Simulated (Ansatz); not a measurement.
## Convergence test, In2Sb

Method: Ansatz 0.2.0, DFT PBEsol, scalar-relativistic, plane waves, PAW.

```cif
data_structure
_symmetry_space_group_name_H-M 'P 1'
_symmetry_Int_Tables_number 1
_cell_length_a 5.3804
_cell_length_b 5.2346
_cell_length_c 6.7685
_cell_angle_alpha 89.282
_cell_angle_beta 91.893
_cell_angle_gamma 119.479
_cell_volume 165.86
loop_
_atom_site_label
_atom_site_type_symbol
_atom_site_fract_x
_atom_site_fract_y
_atom_site_fract_z
_atom_site_occupancy
In1 In 0.64815 0.32173 0.25926 1
In2 In 0.34089 0.68898 0.74894 1
In3 In 0.00396 0.98279 0.50438 1
In4 In 0.99984 0.01260 0.98713 1
Sb1 Sb 0.67098 0.35240 0.74902 1
Sb2 Sb 0.33594 0.65778 0.26271 1
```

```
plane-wave cutoff : 420 eV
occupation rule   : Gaussian smearing, 0.1 eV
spin treatment    : unpolarised
```

The atoms stay fixed while the k-point mesh is varied. ΔE is the energy extrapolated to zero smearing, less that of the reference run (6×6×4). The cell was strained and its atoms displaced at random, so that forces don't vanish. The meshes are Γ-centred. Spin–orbit coupling is left out. Pressure is positive in compression.

Times are rough; the reference took 33 s on 1 thread of Oxide Virtual Turin-like Processor (Zen 5) (shared host), peak memory 0.7 GiB.

```csv
mesh,ΔE (meV/atom),P (GPa),largest change of a force component (eV/Å),irreducible points,wall time (s)
1×1×1,1419,10.26,1.176,1,0.95
2×2×1,?,?,?,?,?
2×2×2,-118,-1.98,0.232,8,2.4
4×4×2,?,?,?,?,?
4×4×4,-27.1,-1.56,0.170,36,11
6×6×4,0.00,-1.45,0.000,76,33
```

Question: Fill in the withheld rows.

Answer: The withheld rows:

```tsv
mesh	ΔE (meV/atom)	P (GPa)	largest change of a force component (eV/Å)	irreducible points	wall time (s)
2×2×1	-429	-3.10	0.211	4	1.4
4×4×2	-3.16	-1.26	0.191	20	5.7
```